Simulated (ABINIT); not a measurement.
GaSb:

```
Sb Ga
1.0
     0.00000    3.05900    3.05900
     3.05900    0.00000    3.05900
     3.05900    3.05900    0.00000
Sb Ga
1 1
Direct
  0.75000 0.75000 0.75000
  0.00000 0.00000 0.00000
```

Base run:

| Quantity | Value |
| --- | --- |
| Program | ABINIT 10.8.3 (patched build) |
| Functional | HLE16 |
| Potentials or basis | JTH PAW PBE v2.0 sp |
| Cutoff | 544 eV |
| k mesh | 8 × 8 × 8 |
| Occupations | fermi-dirac, width 0.05 eV |
| Spin | no spin polarisation |

Its results: band gap on the k mesh none (metal or under the smearing width); pressure -6.2 GPa.

Q: After a change of settings the same cell gave: band gap on the k mesh 0.16 eV, direct; pressure 3.6 GPa. Which change was it?
A. functional from HLE16 to revPBE
B. functional from HLE16 to BLYP
C. functional from HLE16 to LDA-Teter; potentials or basis from JTH PAW PBE v2.0 sp to JTH PAW LDA v2.0 sp
D. functional from HLE16 to BP86

A: A.

Caveats: spin-orbit coupling is left out, which moves the levels of the heavy elements; this set keeps more shells in the core, which shifts pressures and gaps; the potentials were made for a functional far from this one (some runs); the potentials were made for another functional, which shifts forces and pressure (some runs); this crystal is a semiconductor, whose small gap the functional closes, so the metal is an error of the method (some runs); the PAW data sets were made with another functional, which shifts forces and pressure a little (some runs).

Runs at the PBE level aren't shown here.
